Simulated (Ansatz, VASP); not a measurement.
Two plane-wave programs on Cs

The input INCAR:

```
SYSTEM = Cs
PREC = Accurate
ENCUT = 520
EDIFF = 1E-6
ISMEAR = -1
SIGMA = 0.1
LREAL = .False.
LASPH = .True.
NELM = 60
ALGO = Normal
ISIF = 2
LWAVE = .False.
LCHARG = .True.
GGA = RP
LELF = .True.
LVHAR = .True.
NBANDS = 10
```

The input KPOINTS:

```
regular mesh
0
Gamma
  8 8 8
  0 0 0
```

POSCAR

```
Cs
1.0
    0.0000000000      4.1864470994      4.1864470994
    4.1864470994      0.0000000000      4.1864470994
    4.1864470994      4.1864470994      0.0000000000
Cs
1
Direct
    0.0000000000      0.0000000000      0.0000000000
```

Input for Ansatz:

```yaml
crystal:
  lattice:
    - [0.0, 4.1864470994, 4.1864470994]
    - [4.1864470994, 0.0, 4.1864470994]
    - [4.1864470994, 4.1864470994, 0.0]
  atoms:
    - { symbol: Cs, position: [0.0, 0.0, 0.0] }
hamiltonian:
  xc: rpbe
  pseudopotentials:
    kind: paw
    azcp:
      Cs: "pseudopotentials/Cs.paw.azcp"
basis:
  ecutwfc: 420
  fft_grid_basis: typed
kpoints:
  mp_grid: { grid: [8, 8, 8], shift: [0, 0, 0] }
magnetization:
  spin_polarized: false
scf:
  occupations: { method: fermi_dirac, width: 0.1 }
  lower_state_search: "off"
output:
  stress: true
```

Alike in both runs: task single point; functional RPBE; k mesh 8 × 8 × 8; occupations fermi-dirac, width 0.1 eV; no spin polarisation.

|  | VASP | Ansatz |
| --- | --- | --- |
| version | VASP 6.6.1 | Ansatz 0.2.0 |
| potentials or method | VASP PAW PBE potentials, release 64 (Cs_sv) | plane waves (420 eV) with PAW, scalar-relativistic |
| plane-wave cutoff (eV) | 520 | 420 |
| valence electrons in the cell | 9 | 9 |

```csv
,VASP,Ansatz,Ansatz less VASP
pressure (GPa),-0.1,-0.1,0.00
```

Caveats: the PAW data sets were made with another functional, which shifts forces and pressure a little (VASP). Spin-orbit coupling is left out, which matters for the levels of Cs.
